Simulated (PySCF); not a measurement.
Isomers of C5H8 and their computed core-level spectra.

Level of theory: delta-SCF UKS SCAN, pcX-2 on the ionised atom, pcseg-1 elsewhere, spin-free X2C (PySCF). Geometries: PBE0-D3(BJ)/def2-SVP; isolated species, one conformer each.

Line lists (1s up to Mg, 2p3/2 beyond; areas count atoms within a level, one atom standing for each set equivalent by bonding):
1. C 1s: 290.49 (area 4), 290.54 (area 1) eV
2. C 1s: 290.02 (area 2), 290.51 (area 1), 290.55 (area 2) eV
3. C 1s: 290.05 (area 1), 290.24 (area 1), 290.49 (area 1), 290.60 (area 1), 291.12 (area 1) eV
4. C 1s: 289.97 (area 1), 290.51 (area 1), 290.61 (area 2), 290.74 (area 1) eV

Structures:
A. `CC1[C@H](C=1)C`
B. `C=CC1CC1`
C. `C1=CCCC1`
D. `C12(CC2)CC1`

**Question.** Match each list to its structure.

**Answer.** 
- 1 = D: no other candidate has these counts of sites. C 1s: 290.49 three-membered-ring carbon (×4), 290.54 sp3 carbon at a ring junction.
- 2 = C: no other candidate has these counts of sites. C 1s: 290.02 alkene CH carbon (×2), 290.51 ring CH2 carbon, 290.55 allylic carbon (×2).
- 3 = A: no other candidate has these counts of sites. C 1s: 290.05 alkene CH carbon, 290.24 methyl carbon, 290.49 fully substituted alkene carbon, 290.60 allylic carbon, 291.12 allylic carbon.
- 4 = B: no other candidate has these counts of sites. C 1s: 289.97 terminal =CH2 carbon, 290.51 alkene CH carbon, 290.61 three-membered-ring carbon (×2), 290.74 allylic carbon.

1 of these hole states is spin-contaminated (⟨S²⟩ 0.85, against 0.75; counted from 0.85) and less certain.
